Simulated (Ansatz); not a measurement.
Be:

```xyz
1
Lattice="0.0000 1.5791 1.5791 1.5791 0.0000 1.5791 1.5791 1.5791 0.0000" Properties=species:S:1:pos:R:3 pbc="T T T"
Be    0.0000    0.0000    0.0000
```

The cell was built by a generator and needn't be a form met in nature.

Base run:

| Property | Result |
| --- | --- |
| Program | Ansatz 0.2.0 |
| Functional | RPBE |
| Potentials or basis | Ansatz PAW |
| Cutoff | 420 eV (not typed: the program's choice for these potentials) |
| k mesh | 14 × 14 × 14 |
| Occupations | fermi-dirac, width 0.05 eV |
| Spin | no spin polarisation |

Its results: band gap on the k mesh none (metal or under the smearing width); pressure 3.1 GPa.

Problem. The run is repeated on the same cell with these changes: functional from RPBE to revPBE. What comes out?

Solution. Band gap on the k mesh none (metal or under the smearing width); pressure 2.6 GPa.

Caveats: the PAW data sets come from PBE, with cores solved anew for the run's functional, which leaves a small shift of forces and pressure.
